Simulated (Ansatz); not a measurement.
**ScAl3: hydrostatic pressure series**

Theory: Ansatz, DFT r2SCAN, scalar-relativistic, plane waves, PAW. Settings: 500 eV cutoff, 10×10×10 k-mesh, Gaussian smearing of 0.10 eV, no spin polarisation.

Starting point, cell and atoms relaxed:

```
Sc Al
1.0
     4.08554    0.00000    0.00000
     0.00000    4.08554    0.00000
     0.00000    0.00000    4.08554
Sc Al
1 3
Direct
  0.00000 0.00000 0.00000
  0.50000 0.00000 0.50000
  0.00000 0.50000 0.50000
  0.50000 0.50000 0.00000
```

Cell and atoms are relaxed at each pressure within the symmetry of the start, at zero temperature, so transitions that lower the symmetry aren't seen. The k-mesh given is that at zero pressure and may differ at others. a, b and c are the lengths of the cell vectors above.

| P (GPa) | V (Å³/atom) | V/V0 | a (Å) | b (Å) | c (Å) |
| --- | --- | --- | --- | --- | --- |
| -3 | 17.64 | 1.035 | 4.132 | 4.132 | 4.132 |
| 0 | 17.05 | 1.000 | 4.086 | 4.086 | 4.086 |
| 3 | 16.54 | 0.970 | 4.045 | 4.045 | 4.045 |
| 8 | 15.84 | 0.929 | 3.987 | 3.987 | 3.987 |
| 15 | 15.06 | 0.883 | 3.920 | 3.920 | 3.920 |
| 30 | 13.81 | 0.810 | 3.809 | 3.809 | 3.809 |
| 60 | 12.21 | 0.716 | 3.655 | 3.655 | 3.655 |

What bulk modulus and pressure derivative fit these points?

A third-order Birch–Murnaghan fit gives B0 = 95 GPa and B0' = 3.8.